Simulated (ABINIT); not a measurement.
Crystal: As.

```
CELL_PARAMETERS angstrom
1.82500 -5.50000 0.00000
1.82500 5.50000 0.00000
0.00000 0.00000 4.47000
ATOMIC_POSITIONS crystal
As 0.39000 0.61000 0.56000
As 0.89000 0.11000 0.94000
As 0.61000 0.39000 0.44000
As 0.11000 0.89000 0.06000
```

This isn't the form of As at room conditions, which is rhombohedral.

Base run:

```yaml
Program: ABINIT 10.8.3 (patched build)
Functional: PBE
Potentials_or_basis: JTH PAW PBE v2.0
Cutoff: 408 eV
k_mesh: 8 × 8 × 6
Occupations: fermi-dirac, width 0.05 eV
Spin: no spin polarisation
```

Its results: band gap on the k mesh 0.07 eV, indirect (least direct gap 0.14 eV); pressure 3.0 GPa; largest force 0.133 eV/Å.

Question: The run is repeated on the same cell with these changes: functional from PBE to LDA; potentials or basis from JTH PAW PBE v2.0 to JTH PAW LDA v2.0. What comes out?

Answer: Band gap on the k mesh none (metal or under the smearing width); pressure -1.9 GPa; largest force 0.183 eV/Å.

A k mesh can miss the band edges.
